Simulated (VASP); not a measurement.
**VASP inputs for HgSe (strained zincblende)**

INCAR

```
SIGMA = 0.02
ISMEAR = -1
IBRION = -1
NBANDS = 16
ENCUT = 520
ISIF = 2
GGA = PE
EDIFF = 1E-7
LREAL = .FALSE.
LWAVE = .FALSE.
LASPH = .TRUE.
LCHARG = .FALSE.
NELM = 120
PREC = Accurate
NSW = 0
```

KPOINTS

```
KPOINTS created by Atomic Simulation Environment
0
Gamma
8 8 8
0 0 0
```

KPOINTS_OPT

```
special points
6
Reciprocal
0.0000000000 0.0000000000 0.0000000000 1
-0.5000000000 -0.5000000000 0.0000000000 1
-0.3750000000 -0.3750000000 0.2500000000 1
-0.3750000000 0.0000000000 0.3750000000 1
0.0000000000 0.0000000000 0.5000000000 1
-0.5000000000 -0.2500000000 0.2500000000 1
```

POSCAR

```
Hg Se
 1.0000000000000000
     0.0000000000000000    3.1235917481000000    3.1235917481000000
     3.1235917481000000    0.0000000000000000    3.1235917481000000
     3.1235917481000000    3.1235917481000000    0.0000000000000000
 Hg  Se
   1   1
Cartesian
  0.0000000000000000  0.0000000000000000  0.0000000000000000
  1.5617958740500000  1.5617958740500000  1.5617958740500000
```

VASP ran with the recommended PBE PAW datasets (18 valence electrons in the cell).

**Question.** Estimate the main results of this run.

**Answer.** gap between bands v and c 0.00 eV; least direct gap 0.00 eV; pressure 0.5 GPa.

Band v is the last that the valence electrons fill when counted band by band, and c is the next. Levels in eV from the top of v:

```json
{"point": "Γ", "v−1": "0.00", "v": "0.00", "c": "0.00", "c+1": "5.58"}
{"point": "X", "v−1": "-1.97", "v": "-1.97", "c": "2.69", "c+1": "3.18"}
{"point": "K", "v−1": "-2.50", "v": "-1.61", "c": "2.84", "c+1": "4.50"}
{"point": "L", "v−1": "-0.83", "v": "-0.83", "c": "1.10", "c+1": "6.28"}
{"point": "W", "v−1": "-2.33", "v": "-2.12", "c": "3.37", "c+1": "5.19"}
```
